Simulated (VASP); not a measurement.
# As in VASP: single point with PBE

Aim: the single point of As with PBE.

Everything below comes from runs of VASP 6.6.1. Logs are shortened: lines on timing, memory, paths and dates and some standing lists are left out, and cuts for length are marked.

### 1 The structure

The cell holds a slab with vacuum, 2 atoms: a = 3.628 Å, b = 3.628 Å, c = 22.880 Å, α = 90.00°, β = 90.00°, γ = 120.00°.

The cell was built by a generator and needn't be a form met in nature.

### 2 Single point, PBE

Contents of INCAR:

```
PREC = Accurate
ENCUT = 520
EDIFF = 1E-6
ISMEAR = 0
SIGMA = 0.04
LREAL = False
LASPH = True
NELM = 100
ALGO = Normal
ISIF = 2
LWAVE = False
LCHARG = False
LDIPOL = True
IDIPOL = 3
DIPOL = 0.5 0.5 0.652
GGA = PE
NBANDS = 12
```

Contents of KPOINTS:

```
regular mesh
0
Gamma
  12 12 1
```

Contents of POSCAR:

```
As
1.0
    3.6281459457      0.0000000000      0.0000000000
   -1.8140729728      3.1420665576      0.0000000000
    0.0000000000      0.0000000000     22.8800000000
As
2
Direct
    0.3333333333      0.6666666667      0.6214645273
    0.0000000000      0.0000000000      0.6819846677
```

Potentials or basis: VASP PAW PBE potentials, release 64 (As).

Launch:

```bash
cat potpaw_PBE.64/As/POTCAR > POTCAR
mpirun -np 1 vasp_std > vasp.out
```

OUTCAR:

```text
PREC = Accurate
   ENCUT = 520
   EDIFF = 1E-6
   ISMEAR = 0
   LREAL = False
   LASPH = True
   NELM = 100
   ISIF = 2
   GGA = PE

 ion  position               nearest neighbor table
   1  0.333  0.667  0.621-   2 2.51   2 2.51   2 2.51
   2  0.000  0.000  0.682-   1 2.51   1 2.51   1 2.51

  LATTYP: Found a hexagonal cell.
 ALAT       =     3.6281459457
 C/A-ratio  =     6.3062512761

  Lattice vectors:

 A1 = (   3.6281459457,   0.0000000000,   0.0000000000)
 A2 = (  -1.8140729728,   3.1420665576,   0.0000000000)
 A3 = (   0.0000000000,   0.0000000000,  22.8800000000)

Analysis of symmetry for initial positions (statically):
=====================================================================
 Subroutine PRICEL returns:
 Original cell was already a primitive cell.

 Routine SETGRP: Setting up the symmetry group for a
 hexagonal supercell.

 Subroutine GETGRP returns: Found 12 space group operations
 (whereof  6 operations were pure point group operations)
 out of a pool of 24 trial point group operations.

The static configuration has the point symmetry C_3v.
 The point group associated with its full space group is D_3d.

Analysis of symmetry for dynamics (positions and initial velocities):
=====================================================================
 Subroutine PRICEL returns:
 Original cell was already a primitive cell.

 Routine SETGRP: Setting up the symmetry group for a
 hexagonal supercell.

 Subroutine GETGRP returns: Found 12 space group operations
 (whereof  6 operations were pure point group operations)
 out of a pool of 24 trial point group operations.

The dynamic configuration has the point symmetry C_3v.
 The point group associated with its full space group is D_3d.

 Subroutine INISYM returns: Found 12 space group operations
 (whereof  6 operations are pure point group operations),
 and found     1 'primitive' translations

----------------------------------------------------------------------------------------

                                     Primitive cell

  volume of cell :     260.8292

  direct lattice vectors                    reciprocal lattice vectors
     3.628145946  0.000000000  0.000000000     0.275622870  0.159130938  0.000000000
    -1.814072973  3.142066558  0.000000000     0.000000000  0.318261877  0.000000000
     0.000000000  0.000000000 22.880000000     0.000000000  0.000000000  0.043706294

  length of vectors
     3.628145946  3.628145946 22.880000000     0.318261877  0.318261877  0.043706294

  position of ions in fractional coordinates (direct lattice)
     0.333333333  0.666666667  0.621464527
     0.000000000  0.000000000  0.681984668

  ion indices of the primitive-cell ions
   primitive index   ion index
                 1           1
                 2           2

----------------------------------------------------------------------------------------

 KPOINTS: regular mesh

Automatic generation of k-mesh.
 Grid dimensions read from file:
 generate k-points for:   12   12    1

 Generating k-lattice:

  Cartesian coordinates                     Fractional coordinates (reciprocal lattice)
     0.022968573  0.013260912  0.000000000     0.083333333  0.000000000  0.000000000
     0.000000000  0.026521823  0.000000000     0.000000000  0.083333333  0.000000000
     0.000000000  0.000000000  0.043706294     0.000000000  0.000000000  1.000000000

  Length of vectors
     0.026521823  0.026521823  0.043706294

  Shift w.r.t. Gamma in fractional coordinates (k-lattice)
     0.000000000  0.000000000  0.000000000

 Subroutine IBZKPT returns following result:
 ===========================================

 Found     19 irreducible k-points:

 Following reciprocal coordinates:
            Coordinates               Weight
  0.000000  0.000000  0.000000      1.000000
  0.083333  0.000000  0.000000      6.000000
  0.166667 -0.000000  0.000000      6.000000
  0.250000 -0.000000  0.000000      6.000000
  0.333333 -0.000000  0.000000      6.000000
  0.416667 -0.000000  0.000000      6.000000
[... 11 lines left out ...]
  0.333333  0.250000  0.000000     12.000000
  0.333333  0.333333  0.000000      2.000000
   k-points           NKPTS =     19   k-points in BZ     NKDIM =     19   number of bands    NBANDS=     12
   number of dos      NEDOS =    301   number of ions     NIONS =      2
   total plane-waves  NPLWV = 141120
   dimension x,y,z NGX =    28 NGY =   28 NGZ =  180
   dimension x,y,z NGXF=    56 NGYF=   56 NGZF=  360
   ions per type =               2
   NGX,Y,Z   is equivalent  to a cutoff of  12.83, 12.83, 13.08 a.u.
   NGXF,Y,Z  is equivalent  to a cutoff of  25.66, 25.66, 26.16 a.u.
 SYSTEM =  unknown system
   PREC   = accura    normal or accurate (medium, high low for compatibility)
   ISTART =      0    job   : 0-new  1-cont  2-samecut
   ICHARG =      2    charge: 1-file 2-atom 10-const
   ISPIN  =      1    spin polarized calculation?
   LNONCOLLINEAR =      F non collinear calculations
   LSORBIT =      F    spin-orbit coupling
   LASPH  =      T    aspherical Exc in radial PAW
   ENCUT  =  520.0 eV  38.22 Ry    6.18 a.u.   6.75  6.75 42.54*2*pi/ulx,y,z
   NELM   =    100;   NELMIN=  2; NELMDL= -5     # of ELM steps
   EDIFF  = 0.1E-05   stopping-criterion for ELM
   LREAL  =      F    real-space projection
[... 7 lines left out ...]
   TEBEG  =    0.0;   TEEND  =   0.0 temperature during run
   PSTRESS=    0.0 pullay stress
   NELECT =      10.0000    total number of electrons
   NUPDOWN=      -1.0000    fix difference up-down
   EMIN   =  10.00;   EMAX   =-10.00  energy-range for DOS
   EFERMI =   0.00;   METHOD = LEGACY
   ISMEAR =     0;   SIGMA  =   0.04  broadening in eV -4-tet -1-fermi 0-gaus
   EFERMI_NEDOS =   21; number of points for ismear=-14 and -15
   IALGO  =     38    algorithm
   IMIX   =      4    mixing-type and parameters
     AMIX     =   0.40;   BMIX     =  1.00
     AMIX_MAG =   1.60;   BMIX_MAG =  1.00
  volume/ion in A,a.u.               =     130.41       880.08
  Fermi-wavevector in a.u.,A,eV,Ry     =   0.552022  1.043170  4.146075  0.304728
  Thomas-Fermi vector in A             =   1.584280
   LORBIT       =      0    0 simple, 1 ext, 2 COOP (PROOUT), +10 PAW based schemes
   GGA     = PE    functional components
   LHFCALC =     F    Hartree Fock is set to
   AEXX    =    0.0000 exact exchange contribution
   IVDW    =     0    specifies the selected vdW correction
   LEPSILON=     F    determine dielectric tensor
   LRPA    =     F    only Hartree local field effects (RPA)
 non-spin polarized calculation
 Gauss-broadening in eV      SIGMA  =   0.04
  energy-cutoff  :      520.00
  volume of cell :      260.83
 maximum number of plane-waves:      7070
 NGX is ok and might be reduce to    28
   NGX = 13   NGY = 13   NGZ = 85

 dipolmoment           0.000000      0.000000     -0.000000 electrons x Angstroem

 number of electron      10.0000000 magnetization

 dipolmoment           0.000000      0.000000      0.000002 electrons x Angstroem

 Free energy of the ion-electron system (eV)
  ---------------------------------------------------
  ext. energy  EPLUGINS =         0.00000000
  ---------------------------------------------------
  free energy    TOTEN  =        -9.33193876 eV

  energy without entropy =       -9.33193876  energy(sigma->0) =       -9.33193876

 E-fermi :  -3.6297     XC(G=0):  -2.2775

 val. band max:       -3.8403628368   @ k =   0.0000   0.0000   0.0000
 cond. band min:      -2.1436180456   @ k =   0.3333  -0.0000   0.0000
 fundamental gap:      1.6967447912
 Fermi energy:        -3.6297482363

 k-point     1 :       0.0000    0.0000    0.0000
  band No.  band energies     occupation
      1     -17.1633      2.00000
      2     -10.8716      2.00000
      3      -4.2281      2.00000
      4      -3.8404      2.00000
      5      -3.8404      2.00000
      6      -1.9512      0.00000
      7      -0.3268      0.00000
      8      -0.3268      0.00000
      9       1.1142      0.00000
     10       1.3404      0.00000
     11       1.9150      0.00000
     12       2.3376      0.00000

 k-point     2 :       0.0833    0.0000    0.0000
  band No.  band energies     occupation
      1     -17.0728      2.00000
      2     -10.8649      2.00000
      3      -4.7143      2.00000
      4      -4.1870      2.00000
      5      -4.0404      2.00000
      6      -1.3138      0.00000
      7      -0.4425      0.00000
      8      -0.1183      0.00000
      9       1.2384      0.00000
     10       1.4494      0.00000
     11       2.0203      0.00000
     12       2.4459      0.00000

 k-point     3 :       0.1667   -0.0000    0.0000
  band No.  band energies     occupation
      1     -16.8042      2.00000
      2     -10.8936      2.00000
      3      -5.9894      2.00000
      4      -4.4859      2.00000
      5      -4.1033      2.00000
      6      -1.5555      0.00000
      7       0.2219      0.00000
      8       0.2984      0.00000
      9       1.5588      0.00000
     10       1.7768      0.00000
     11       2.3253      0.00000
     12       2.7560      0.00000
[... 211 lines left out ...]
 k-point    18 :       0.3333    0.2500    0.0000
  band No.  band energies     occupation
      1     -14.3070      2.00000
      2     -13.1051      2.00000
      3      -7.8568      2.00000
      4      -6.1680      2.00000
      5      -5.2713      2.00000
      6      -1.4521      0.00000
      7       0.3472      0.00000
      8       0.8750      0.00000
      9       3.9205      0.00000
     10       4.5688      0.00000
     11       4.7749      0.00000
     12       5.1990      0.00000

 k-point    19 :       0.3333    0.3333    0.0000
  band No.  band energies     occupation
      1     -13.6925      2.00000
      2     -13.6925      2.00000
      3      -8.0804      2.00000
      4      -5.7025      2.00000
      5      -5.7025      2.00000
      6      -1.6874      0.00000
      7       0.8102      0.00000
      8       0.8102      0.00000
      9       4.3035      0.00000
     10       5.0429      0.00000
     11       5.0429      0.00000
     12       5.8440      0.00000

------------------------ aborting loop because EDIFF is reached ----------------------------------------

 vacuum level on the upper side and lower side of the slab       (xc-potential included)        -0.007        -0.007

  FORCE on cell =-STRESS in cart. coord.  units (eV):
  Direction    XX          YY          ZZ          XY          YZ          ZX
  --------------------------------------------------------------------------------------
  -------------------------------------------------------------------------------------
  Total       -0.1963605     -0.1963605      0.1175043     -0.0000000      0.0000000      0.0000000
  in kB       -1.2061703     -1.2061703      0.7217853     -0.0000000      0.0000000      0.0000000
  external PRESSURE =      -0.5635184 kB  Pullay stress =       0.0000000 kB

 VOLUME and BASIS-vectors are now :
 -----------------------------------------------------------------------------
  energy-cutoff  :      520.00
  volume of cell :      260.83
      direct lattice vectors                 reciprocal lattice vectors
     3.628145946  0.000000000  0.000000000     0.275622870  0.159130938  0.000000000
    -1.814072973  3.142066558  0.000000000     0.000000000  0.318261877  0.000000000
     0.000000000  0.000000000 22.880000000     0.000000000  0.000000000  0.043706294

 POSITION                                       TOTAL-FORCE (eV/Angst)
 -----------------------------------------------------------------------------------
     -0.00000      2.09471     14.21911        -0.000000     -0.000000     -0.085670
      0.00000      0.00000     15.60381         0.000000      0.000000      0.085670
 -----------------------------------------------------------------------------------
    total drift:                                0.000000     -0.000000      0.000010

  FREE ENERGIE OF THE ION-ELECTRON SYSTEM (eV)
  ---------------------------------------------------
  free  energy   TOTEN  =        -9.3319387600 eV

  energy  without entropy=       -9.3319387600  energy(sigma->0) =       -9.33193876

 vacuum level on the upper side and lower side of the slab         1.618         1.618
```

It took 46 s on 1 thread of AMD EPYC 9R45 (Zen 5), shared host; peak memory 0.33 GiB.

What came out:

```
Free energy            : -9.3319 eV
Largest force          : 0.086 eV/Å
Band gap on the k mesh : 1.70 eV, indirect (least direct gap 1.89 eV)
```

Forces on the atoms (eV/Å):
```
As   0.000  0.000 -0.086
As   0.000  0.000  0.086
```
